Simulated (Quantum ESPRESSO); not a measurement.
# P under changes of volume

One of the cells (20.458 Å³/atom); the others are scaled copies at fixed shape and fractional positions:

```
CELL_PARAMETERS angstrom
1.64774 -5.46504 0.00000
1.64774 5.46504 0.00000
0.00000 0.00000 4.54364
ATOMIC_POSITIONS crystal
P 0.90414 0.09586 0.58882
P 0.09586 0.90414 0.41118
P 0.59586 0.40414 0.08882
P 0.40414 0.59586 0.91118
```

- Program: Quantum ESPRESSO 7.5
- Functional: PBEsol
- Potentials or basis: GBRV 1.5 PBEsol
- Cutoff: 612 eV
- Density cutoff: 4898 eV
- k mesh: 8 × 8 × 6
- Occupations: fermi-dirac, width 0.05 eV
- Spin: no spin polarisation

```tsv
volume (Å³/atom)	energy over the lowest point (meV/atom)	pressure (GPa)	gap on the mesh (eV)	largest force (eV/Å)
19.230	14.29	4.6	0.05	0.864
19.639	5.00	2.7	0.03	0.656
20.049	0.40	0.9	0.02	0.466
20.458	0.00	-0.6	0.01	0.296
20.867	?	?	?	?
21.276	10.15	-3.3	0.08	0.147
21.685	19.96	-4.4	0.12	0.248
```

**Question.** What does the run at 20.867 Å³/atom give?

**Answer.** Energy over the lowest point 3.38 meV/atom; pressure -2.0 GPa; gap on the mesh 0.04 eV; largest force 0.164 eV/Å.

Worked out: A Birch-Murnaghan fit of order 3 (a polynomial in V^(-2/3)) to the other rows has its minimum at 20.29 Å³/atom with B0 = V·E''(V) = 77 GPa and B' = 4.3 at fixed shape and positions, which overstates the stiffness. It gives 3.38 meV/atom at 20.867 Å³/atom, against the run's 3.38, and -dE/dV = -2.0 GPa, against -2.0.

Energies are extrapolated to zero smearing.

A mesh can miss the band edges.
